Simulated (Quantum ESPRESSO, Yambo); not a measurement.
An input for Yambo 5.3.0 (CdTe (F-43m)):

```
optics
chi
dipoles
Chimod= "HARTREE"
% QpntsRXd
 1 | 4 |
%
% BndsRnXd
 1 | 82 |
%
NGsBlkXd= 3 Ry
% EnRngeXd
 0 | 30 | eV
%
% DmRngeXd
 0.2 | 0.2 | eV
%
ETStpsXd= 301
% LongDrXd
 1 | 0 | 0 |
%
```

The database entry behind the starting cell differs from later determinations by our own check (an axis about 1.1 % short against later determinations), so it need not match the best structure at ambient conditions.

```sh
OMP_NUM_THREADS=1 mpirun -n 8 yambo -F optics1.in -J optics1 -C optics1 > optics1.log
```

The stored states that it reads are on a 4×4×4 mesh. It takes space group F-43m (No. 216, cubic). The conventional cell has a = 6.410 Å, b = 6.410 Å, c = 6.410 Å, α = 90.00°, β = 90.00°, γ = 90.00°. Nearest to Cd lie 4 Te at 2.78 Å. Nearest to Te lie 4 Cd at 2.78 Å. Farther neighbours and most contacts between anions are not listed.

How long will it take on 8 MPI ranks of Arm Neoverse V1, shared host, and how much memory?

It took 38 s; on shared hardware allow 19 s to 75 s. Peak host memory was 3.3 GiB.

[Paths, hosts, dates, memory and timing lines, banners, echoed tables and standing remarks are left out of the program output.]

[Logs are printed without paths, hosts, clocks, repeated set-up lines and the standing remarks that a program may print on its own settings, such as how far it seeks lower states.]

[Runs of the session that timed out or met a known fault of the program may be left out.]

[Hosts, paths, dates, database ids (printed as entryN), source tags and the programs' standing remarks are cut or masked in the printed files.]
